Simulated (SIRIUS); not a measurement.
Runs of SIRIUS 7.12.0 on NaF (Villiaumite). It takes space group Fm-3m (No. 225, cubic). Conventional cell: a = 4.640 Å, b = 4.640 Å, c = 4.640 Å, α = 90.00°, β = 90.00°, γ = 90.00°. Na (site symmetry m-3m) is surrounded by 6 F at 2.32 Å. F (site symmetry m-3m) has 6 Na at 2.32 Å as nearest neighbours. 

```csv
task,level,potentials or basis,smearing,local orbitals (radial functions),reference energy of the basis,coordinate units,start of the SCF,gap on the mesh (eV),V0 of scaled cells (Å³/atom),B0 (GPa)
equation of state,PBE,"all-electron FP-LAPW, apw+lo standard",fermi-dirac 0.05 eV,"F 10, Na 12",-,-,-,-,12.97,(b)
single point,PBE,"all-electron FP-LAPW, apw+lo rich",fermi-dirac 0.02 eV,"F 19, Na 21",-0.07 Ha,lattice,LDA density,6.30,-,-
single point,PBEsol,"all-electron FP-LAPW, apw+lo standard",fermi-dirac 0.05 eV,"F 10, Na 12",-0.07 Ha,-,LDA density,6.17,-,-
equation of state,PBEsol,"all-electron FP-LAPW, apw+lo standard",fermi-dirac 0.05 eV,"F 10, Na 12",-,-,-,-,(a),49
single point,PBE,"all-electron FP-LAPW, apw+lo standard",fermi-dirac 0.05 eV,"F 10, Na 12",-0.07 Ha,-,LDA density,6.30,-,-
```

Alike in all rows: no spin polarisation; cell as given; k mesh 10 × 10 × 10; cutoff (eV) 273.

Task: Fill in the values left out.

Result: (a) 12.39; (b) 47.

A k mesh can miss the band edges.

Not every run made on this cell is shown here.
